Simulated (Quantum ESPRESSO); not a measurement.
A calculation with Quantum ESPRESSO 7.5 of Cu (ASE script, structure from a POSCAR):

The input run.py:

```python
import numpy as np
from ase.calculators.espresso import Espresso, EspressoProfile
from ase.io import read

atoms = read('POSCAR')

input_data = {
    'control': {'calculation': 'scf', 'prefix': 'pwscf', 'outdir': './tmp', 'tprnfor': True, 'tstress': True, 'disk_io': 'nowf'},
    'system': {'ecutwfc': 55.0, 'ecutrho': 440.0, 'nbnd': 11, 'occupations': 'smearing', 'smearing': 'fd', 'degauss': 0.00367493},
    'electrons': {'conv_thr': 2e-10, 'electron_maxstep': 120, 'mixing_beta': 0.5},
}
pseudopotentials = {'Cu': 'Cu.paw.z_11.ld1.psl.v1.0.0-low.upf'}
profile = EspressoProfile(command='pw.x', pseudo_dir='pseudo')
atoms.calc = Espresso(profile=profile, input_data=input_data, pseudopotentials=pseudopotentials, kpts=(13, 13, 13), koffset=(0, 0, 0))

print(f'energy {atoms.get_potential_energy():.8f} eV')
print('forces (eV/A)')
print(np.round(atoms.get_forces(), 6))
print('stress (eV/A^3, Voigt)')
print(np.round(atoms.get_stress(), 8))
print(f'Fermi level {atoms.calc.get_fermi_level():.4f} eV')
```

Contents of POSCAR:

```
Cu
1.0
    0.0000000000      1.8075000000      1.8075000000
    1.8075000000      0.0000000000      1.8075000000
    1.8075000000      1.8075000000      0.0000000000
Cu
1
Direct
    0.0000000000      0.0000000000      0.0000000000
```

Potentials or basis: SSSP 1.3 efficiency PBE.

The run is started by

```bash
$ OMP_NUM_THREADS=1 python run.py
```

Problem. Write the same calculation in another form: native input, structure typed inline.

Solution. As run:

File pw.in:

```
&CONTROL
  calculation = 'scf'
  prefix = 'pwscf'
  outdir = './tmp'
  pseudo_dir = './pseudo'
  tprnfor = .true.
  tstress = .true.
  disk_io = 'nowf'
/
&SYSTEM
  ibrav = 0
  nat = 1
  ntyp = 1
  ecutwfc = 55
  ecutrho = 440
  nbnd = 11
  occupations = 'smearing'
  smearing = 'fd'
  degauss = 0.00367493
/
&ELECTRONS
  conv_thr = 2d-10
  electron_maxstep = 120
  mixing_beta = 0.5
/
ATOMIC_SPECIES
Cu    63.5460 Cu.paw.z_11.ld1.psl.v1.0.0-low.upf
CELL_PARAMETERS angstrom
   0.0000000000    1.8075000000    1.8075000000
   1.8075000000    0.0000000000    1.8075000000
   1.8075000000    1.8075000000    0.0000000000
ATOMIC_POSITIONS crystal
Cu     0.0000000000    0.0000000000    0.0000000000
K_POINTS automatic
13 13 13 0 0 0
```

Potentials or basis: SSSP 1.3 efficiency PBE.

Launch:

```sh
$ OMP_NUM_THREADS=1 pw.x -in pw.in > pw.out
```

Both were run:

|  | ASE script, structure from a POSCAR | native input, structure typed inline |
| --- | --- | --- |
| Pressure | 1.2 GPa | 1.2 GPa |
| Band gap on the k mesh | none (metal or under the smearing width) | none (metal or under the smearing width) |

Keys that steer only the numerical path or the files written may differ.
